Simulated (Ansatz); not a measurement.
Input and command of a plane-wave DFT calculation in Ansatz:

```yaml
crystal:
  lattice:
    - [0.0, -4.1672321195, 0.0]
    - [0.0, 0.0, -4.3883961024]
    - [14.4836155581, 0.0, 0.0]
  atoms:
    - { symbol: Sn, position: [0.75, 0.9039441748, 0.4897204592] }
    - { symbol: Sn, position: [0.25, 0.0960558252, 0.3031489394] }
    - { symbol: Sn, position: [0.25, 0.4039441748, 0.6995836388] }
    - { symbol: Sn, position: [0.75, 0.5960558252, 0.0932857599] }
    - { symbol: Se, position: [0.75, 0.5230073193, 0.2830497386] }
    - { symbol: Se, position: [0.25, 0.4769926807, 0.50981966] }
    - { symbol: Se, position: [0.25, 0.0230073193, 0.1133849607] }
    - { symbol: Se, position: [0.75, 0.9769926807, 0.679484438] }
basis:
  ecutwfc: 420
kpoints:
  mp_grid: { grid: [8, 8, 3] }
hamiltonian:
  xc: pbe
  dispersion: d3bj
scf:
  occupations: { method: gaussian, width: 0.05 }
output:
  forces: true
  stress: true
  eigenvalues: true
```

```bash
ansatz run input.yaml --threads 2 --pin off --max-ram 5120MiB --backend cpu --events-out ev --progress --plain --runs-dir out
```

Processor: Intel(R) Xeon(R) Processor @ 2.50GHz (Skylake/Cascade Lake), 2 threads, on a host shared with other jobs.

Problem. Estimate time, memory and problem size.

Solution. About 68 s on 2 threads of Intel(R) Xeon(R) Processor @ 2.50GHz (Skylake/Cascade Lake), with other jobs on the host, peak memory 1.1 GiB. It solves 72 bands at 65 k points (the mesh reduced by symmetry) with about 5143 plane waves, in 8 SCF iterations.
